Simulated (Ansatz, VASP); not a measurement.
One calculation of VH, two programs

INCAR

```
PREC = Accurate ; ENCUT = 520
EDIFF = 1E-7 ; ISMEAR = 0
SIGMA = 0.15 ; LREAL = False
LASPH = True ; NELM = 100
ALGO = Fast ; ISIF = 2
LWAVE = False ; LCHARG = False
GGA = PS ; NBANDS = 14
```

File KPOINTS:

```
regular mesh
0
Gamma
  20 20 20
```

The input POSCAR:

```
VH
1.0
    0.0000000000      1.9637535800      1.8655659010
    1.9637535800      0.0000000000      1.8655659010
    1.9637535800      1.9637535800      0.0000000000
V H
1 1
Direct
    0.0000000000      0.0000000000      0.0000000000
    0.5000000000      0.5000000000      0.5000000000
```

Input for Ansatz:

```yaml
crystal:
  lattice:
    - [0.0, 1.96375358, 1.865565901]
    - [1.96375358, 0.0, 1.865565901]
    - [1.96375358, 1.96375358, 0.0]
  atoms:
    - { symbol: V, position: [0.0, 0.0, 0.0] }
    - { symbol: H, position: [0.5, 0.5, 0.5] }
basis:
  ecutwfc: 420
kpoints:
  mp_grid: { grid: [20, 20, 20] }
hamiltonian:
  xc: pbesol
scf:
  occupations: { method: gaussian, width: 0.15 }
output:
  forces: true
  stress: true
  eigenvalues: true
```

Change from the starting cell: strain +0.000 along x and y, -0.050 along z, atoms carried along.

Alike in both runs: task single point; functional PBEsol; k mesh 20 × 20 × 20; occupations gaussian, width 0.15 eV; no spin polarisation.

```csv
,VASP,Ansatz
version,VASP 6.6.1,Ansatz 0.2.0
potentials or method,"VASP PAW PBE potentials, release 64 (V_sv, H)","scalar-relativistic, plane waves, PAW"
plane-wave cutoff (eV),520,420
valence electrons in the cell,14,14
```

|  | VASP | Ansatz | Ansatz less VASP |
| --- | --- | --- | --- |
| gap on the k mesh at the Fermi level (eV) | none | none | - |
| pressure (GPa) | 7.4 | 7.2 | -0.21 |
| largest component of the traceless stress (GPa) | 0.17 | 0.22 | +0.045 |

A gap of «none» marks a metal or a gap that the smearing closes.

Caveats: the PAW data sets were made with another functional, which shifts forces and pressure a little (VASP).
